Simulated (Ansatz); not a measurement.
BAs under changes of volume

One of the cells (13.626 Å³/atom); the others are scaled copies at fixed shape and fractional positions:

```
CELL_PARAMETERS angstrom
0.00000 2.38850 2.38850
2.38850 0.00000 2.38850
2.38850 2.38850 0.00000
ATOMIC_POSITIONS crystal
As 0.75000 0.75000 0.75000
B 0.00000 0.00000 0.00000
```

| Quantity | Value |
| --- | --- |
| Program | Ansatz 0.2.0 |
| Functional | BLYP |
| Dispersion | D4 |
| Potentials or basis | Ansatz PAW |
| Cutoff | 420 eV (not typed: the program's choice for these potentials) |
| k mesh | 10 × 10 × 10 |
| Occupations | fermi-dirac, width 0.05 eV |
| Spin | no spin polarisation |

| volume (Å³/atom) | energy over the lowest point (meV/atom) | pressure (GPa) | gap on the mesh (eV) |
| --- | --- | --- | --- |
| 12.809 | 16.32 | 8.0 | 1.36 |
| 13.081 | ? | ? | ? |
| 13.354 | 0.36 | 1.6 | 1.39 |
| 13.626 | 0.00 | -1.1 | 1.41 |
| 13.899 | 4.06 | -3.6 | 1.43 |
| 14.171 | 12.05 | -5.8 | 1.44 |
| 14.444 | 23.55 | -7.7 | 1.45 |

Q: What does the run at 13.081 Å³/atom give?

A: Energy over the lowest point 5.59 meV/atom; pressure 4.6 GPa; gap on the mesh 1.38 eV.

Worked out: A Birch-Murnaghan fit of order 3 (a polynomial in V^(-2/3)) to the other rows has its minimum at 13.51 Å³/atom with B0 = V·E''(V) = 134 GPa and B' = 4.5. It gives 5.61 meV/atom at 13.081 Å³/atom, against the run's 5.59, and -dE/dV = 4.6 GPa, against 4.6. A straight line through the other rows of the gap, of slope 0.779 eV per unit of ln V, gives 1.38 eV, against the run's 1.38.

Energies are extrapolated to zero smearing.

Caveats: the PAW data sets come from PBE, with cores solved anew for the run's functional, which leaves a small shift of forces and pressure.

A mesh can miss the band edges. Spin-orbit coupling on As is left out.
